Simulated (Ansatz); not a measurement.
**Li (fcc type): how the settings move a single-point run**

How sensitive is a single-point run of Li (fcc type) to its settings? A reference run comes first, then one run with altered input.

Method: reference: DFT, PBE, norm-conserving pseudopotentials, Ansatz's default files, scalar-relativistic, in Ansatz 0.2.0.

### Step 1. Starting point

Symmetry: Fm-3m, No. 225, cubic system. Conventional cell: a = 3.185 Å, b = 3.185 Å, c = 3.185 Å, α = 90.00°, β = 90.00°, γ = 90.00°. Li (site symmetry m-3m) has 12 Li at 2.25 Å as nearest neighbours.

Coordinates:

```
CELL_PARAMETERS angstrom
0.00000 1.59244 1.59244
1.59244 0.00000 1.59244
1.59244 1.59244 0.00000
ATOMIC_POSITIONS crystal
Li 0.00000 0.00000 0.00000
```

### Step 2. Reference

Input file input.yaml:

```yaml
crystal:
  lattice:
    - [0.0, 1.5924382774, 1.5924382774]
    - [1.5924382774, 0.0, 1.5924382774]
    - [1.5924382774, 1.5924382774, 0.0]
  atoms:
    - { symbol: Li, position: [0.0, 0.0, 0.0] }
kpoints:
  mp_grid: { grid: [17, 17, 17] }
scf:
  occupations: { method: fermi_dirac, width: 0.08 }
hamiltonian:
  xc: pbe
  pseudopotentials: { kind: nc }
output:
  forces: true
  stress: true
  eigenvalues: true
```

Launch:

```bash
$ ansatz run input.yaml --threads 1 --pin off --max-ram 2048MiB --backend cpu --events-out ev --progress --plain --runs-dir out
```

### Step 3. Changing settings: chi_scale 0.0, xc revpbe

Edit input.yaml of step 2 so:

```diff
@@ -11,4 +11,5 @@
   occupations: { method: fermi_dirac, width: 0.08 }
+  initial_density: { chi_scale: 0.0 }
 hamiltonian:
-  xc: pbe
+  xc: revpbe
   pseudopotentials: { kind: nc }
```

**Question.** What will these runs give? Wanted: for each run, ending; energy change; pressure; gap; force.

As calculated:

| run | ending | energy change | pressure (GPa) | gap (eV) | force (eV/Å) | cycles | time |
| --- | --- | --- | --- | --- | --- | --- | --- |
| reference | converged | - | 59.0 | 0.00 | 0.00 | 5 | 1.2 s |
| 1: chi_scale 0.0, xc revpbe | converged | not comparable | 61.6 | 0.00 | 0.00 | 5 | 1.2 s |

Residual by cycle in the longest SCF loop of each run; runs are numbered as in the table. The quantity is the density residual dr2, in eV.

```
cycle  reference    run 1
    1     0.0206   0.0203
    2    0.00473  0.00486
    3     7.2e-6   5.1e-6
    4     2.6e-8   2.8e-8
    5    7.3e-11  1.2e-10
```

**Reading.** After a change of functional the difference of the totals has no physical meaning; the pressure goes from 59.0 to 61.6 GPa. At this fixed cell a higher pressure means that this functional prefers a larger volume than the reference. The structure is not at rest: the sound run finds 59 GPa, so these are no properties of the relaxed crystal. 
